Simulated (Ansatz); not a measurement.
**La2O3 (P6/mmm): how the settings move a single-point run**

Question: which choices in the input matter for La2O3 (P6/mmm)?

Computed with Ansatz 0.2.0 (reference: DFT PBE, spin-orbit coupling, plane waves, PAW, unless a step's input says otherwise).

3 further runs of the same task are left out: 2 that didn't finish, 1 set aside as unsound or not needed.

## Step 1: The structure to begin with

The structure is hexagonal, space group P6/mmm (No. 191). Conventional cell: a = 6.371 Å, b = 6.371 Å, c = 3.287 Å, α = 90.00°, β = 90.00°, γ = 120.00°. Around La (site symmetry -6m2) lie 6 O at 2.47 Å. O (site symmetry mmm) is surrounded by 4 La at 2.47 Å.

As a file:

```
La O
1.0
     6.37133    0.00000    0.00000
    -3.18566    5.51773    0.00000
     0.00000    0.00000    3.28662
La O
2 3
Direct
  0.33333 0.66667 0.49972
  0.66667 0.33333 0.50028
  0.50001 0.50001 0.00000
  0.49999 0.00000 0.00000
  0.00000 0.49999 0.00000
```

## Step 2: The reference run

Contents of input.yaml:

```yaml
crystal:
  lattice:
    - [6.3713278021, 0.0, 0.0]
    - [-3.185663901, 5.5177317324, 0.0]
    - [0.0, 0.0, 3.2866216661]
  atoms:
    - { symbol: La, position: [0.3333333333, 0.6666666667, 0.4997241666] }
    - { symbol: La, position: [0.6666666667, 0.3333333333, 0.5002758334] }
    - { symbol: O, position: [0.500006865, 0.500006865, 0.0] }
    - { symbol: O, position: [0.499993135, 0.0, 0.0] }
    - { symbol: O, position: [0.0, 0.499993135, 0.0] }
basis:
  ecutwfc: 420
  ecutrho_ratio: 4
kpoints:
  mp_grid: { grid: [4, 4, 8] }
  band_path:
    path:
      - [[0.0, 0.0, 0.0], [0.5, 0.0, 0.0], [0.33333333, 0.33333333, 0.0], [0.0, 0.0, 0.0], [0.0, 0.0, 0.5], [0.5, 0.0, 0.5], [0.33333333, 0.33333333, 0.5], [0.0, 0.0, 0.5]]
      - [[0.5, 0.0, 0.5], [0.5, 0.0, 0.0]]
      - [[0.33333333, 0.33333333, 0.5], [0.33333333, 0.33333333, 0.0]]
    npoints: 10
hamiltonian:
  xc: pbe
scf:
  occupations: { method: gaussian, width: 0.05 }
  n_extra_bands: 38
output:
  forces: true
  stress: true
  eigenvalues: true
  populations: true
  hubbard: { sites: [{ species: La, l: f }] }
  dos: { projected: true, de: 0.02, nscf_kmesh: { grid: [6, 6, 12] } }
  bader: false
  write_density: true
  write_potential: true
  elf: true
  volumetric_format: npy
magnetization:
  noncollinear: true
  spin_orbit: true
checkpoint:
  read: start.run
  write: ck
  compress: false
  write_wavefunctions: false
  write_every: 100000
```

Started as:

```bash
$ ansatz run input.yaml --threads 4 --pin off --max-ram 8192MiB --backend cpu --events-out ev --progress --plain --runs-dir out
```

## Step 3: Changing settings: mixing.algorithm msr1, mixing.beta 0.5, mixing.ndim 4

Contents of input.yaml:

```yaml
crystal:
  lattice:
    - [6.371327802067, -2.886736303949e-11, 0.0]
    - [-3.185663901009, 5.517731732443, 0.0]
    - [0.0, 0.0, 3.2866216661]
  atoms:
    - { symbol: La, position: [0.3333333333333, 0.6666666666667, 0.4997241666] }
    - { symbol: La, position: [0.6666666666667, 0.3333333333333, 0.5002758334] }
    - { symbol: O, position: [0.5, 0.5, 0.0] }
    - { symbol: O, position: [0.5, 0.0, 0.0] }
    - { symbol: O, position: [0.0, 0.5, 0.0] }
basis:
  ecutwfc: 420
  ecutrho_ratio: 4
kpoints:
  mp_grid: { grid: [4, 4, 8] }
hamiltonian:
  xc: pbe
scf:
  occupations: { method: gaussian, width: 0.05 }
  mixing: { algorithm: msr1, beta: 0.5, ndim: 4 }
output:
  forces: true
  stress: true
  write_density: true
  write_potential: true
  elf: true
  volumetric_format: npy
magnetization:
  noncollinear: true
  spin_orbit: true
```

## Step 4: Variant: occupations.method cold, occupations.width 0.005, n_extra_bands 4

Contents of input.yaml:

```yaml
crystal:
  lattice:
    - [6.371327802067, -2.886736303949e-11, 0.0]
    - [-3.185663901009, 5.517731732443, 0.0]
    - [0.0, 0.0, 3.2866216661]
  atoms:
    - { symbol: La, position: [0.3333333333333, 0.6666666666667, 0.4997241666] }
    - { symbol: La, position: [0.6666666666667, 0.3333333333333, 0.5002758334] }
    - { symbol: O, position: [0.5, 0.5, 0.0] }
    - { symbol: O, position: [0.5, 0.0, 0.0] }
    - { symbol: O, position: [0.0, 0.5, 0.0] }
basis:
  ecutwfc: 420
  ecutrho_ratio: 4
kpoints:
  mp_grid: { grid: [4, 4, 8] }
hamiltonian:
  xc: pbe
scf:
  occupations: { method: cold, width: 0.005 }
  n_extra_bands: 4
output:
  forces: true
  stress: true
magnetization:
  noncollinear: true
  spin_orbit: true
```

## Step 5: Changing settings: lower_state_search standard

Contents of input.yaml:

```yaml
crystal:
  lattice:
    - [6.371327802067, -2.886736303949e-11, 0.0]
    - [-3.185663901009, 5.517731732443, 0.0]
    - [0.0, 0.0, 3.2866216661]
  atoms:
    - { symbol: La, position: [0.3333333333333, 0.6666666666667, 0.4997241666] }
    - { symbol: La, position: [0.6666666666667, 0.3333333333333, 0.5002758334] }
    - { symbol: O, position: [0.5, 0.5, 0.0] }
    - { symbol: O, position: [0.5, 0.0, 0.0] }
    - { symbol: O, position: [0.0, 0.5, 0.0] }
basis:
  ecutwfc: 420
  ecutrho_ratio: 4
kpoints:
  mp_grid: { grid: [4, 4, 8] }
hamiltonian:
  xc: pbe
scf:
  occupations: { method: gaussian, width: 0.05 }
  lower_state_search: standard
output:
  forces: true
  stress: true
magnetization:
  noncollinear: true
  spin_orbit: true
```

Before running it: what results should come out? Wanted: for each run, ending; energy change; pressure; gap; force.

The runs gave:

```
                                                                 run     ending       energy change  pressure (GPa)  gap (eV)  force (eV/Å)  cycles   time
                                                           reference  converged                   0             0.0      1.60          0.00       -   68 s
            1: mixing.algorithm msr1, mixing.beta 0.5, mixing.ndim 4  converged        0.0 meV/atom             0.0      1.60          0.00      10   10 s
2: occupations.method cold, occupations.width 0.005, n_extra_bands 4  converged  0.0 meV/atom (σ→0)             0.0      1.60          0.00       9  5.3 s
                                      3: lower_state_search standard  converged        0.0 meV/atom             0.0      1.60          0.00       9  5.7 s
```

Times don't compare one to one where runs were asked for different outputs or read a saved state (see the inputs); cycles may leave out searches for a lower state.

Residual by cycle in the longest SCF loop of each run; runs are numbered as in the table. The quantity is the density residual dr2, in eV.

```
cycle  reference   run 1   run 2   run 3
    1    1.3e-10    4.19    4.19    4.19
    2    1.7e-11     1.8    2.06    2.05
    3          -    0.77   0.826   0.815
    4          -  0.0706  0.0864  0.0826
    5          -  0.0107   0.012   0.011
    6          -  4.0e-4  5.3e-4  4.6e-4
    7          -  5.4e-5  3.3e-5  3.1e-5
    8          -  2.9e-5  3.5e-7  4.6e-7
    9          -  9.4e-7  3.1e-8  1.8e-8
   10          -  5.4e-8       -       -
```

**Reading.** Of the converged runs whose energies compare with the reference's, none moves it noticeably.
